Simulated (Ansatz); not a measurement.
Theory: DFT PBE, scalar-relativistic, plane waves, PAW (Ansatz). Settings: cutoff 420 eV, Γ-centred meshes spaced at most about 0.3 Å⁻¹, and about 0.25 Å⁻¹ or finer for metals (2π included), Gaussian smearing. No spin polarisation.

All energies are static (0 K, no zero-point motion).

Task: Order these relaxed structures of AlRu4 by energy, lowest first, with the energy over the lowest of them.
A. Space group P-3m1 (No. 164), trigonal, a = 2.750 Å, c = 10.592 Å. Al has 6 Ru at 2.65 Å and 6 Al at 2.75 Å; Ru on its first site has 3 Al at 2.65 Å and 9 Ru at 2.66–2.75 Å; Ru on its second site has 12 Ru at 2.62–2.75 Å.
B. Space group I4/m (No. 87), tetragonal, a = 6.054 Å, c = 3.801 Å. Al has 12 Ru at 2.69–2.72 Å; Ru is surrounded by 9 Ru at 2.65–2.75 Å and 3 Al at 2.69–2.72 Å.
C. Space group P2_1/m (No. 11), monoclinic, a = 4.734 Å, b = 4.332 Å, c = 7.170 Å, β = 109.0°. Around Al lie 12 Ru at 2.65–2.77 Å; Ru on its first site has 10 Ru at 2.66–2.77 Å and 2 Al at 2.71–2.76 Å; Ru on its second site is surrounded by 9 Ru at 2.65–2.74 Å and 3 Al at 2.69–2.72 Å; Ru on its third site has 3 Al at 2.65–2.75 Å and 9 Ru at 2.66–2.75 Å; 1 more site not described.

Result: A (0 meV/atom), C (28 meV/atom), B (47 meV/atom). Counting all near atoms (those within 1.25 times the shortest distance at each site): A has Al 12, Ru 12; C has Al 12, Ru 12; B has Al 12, Ru 12. All come from invented guesses.

For metals, differences of a few meV/atom aren't resolved. Cells relaxed within their symmetry can be saddle points. Some candidate types were left out of the draw beforehand, so a known form may be missing.
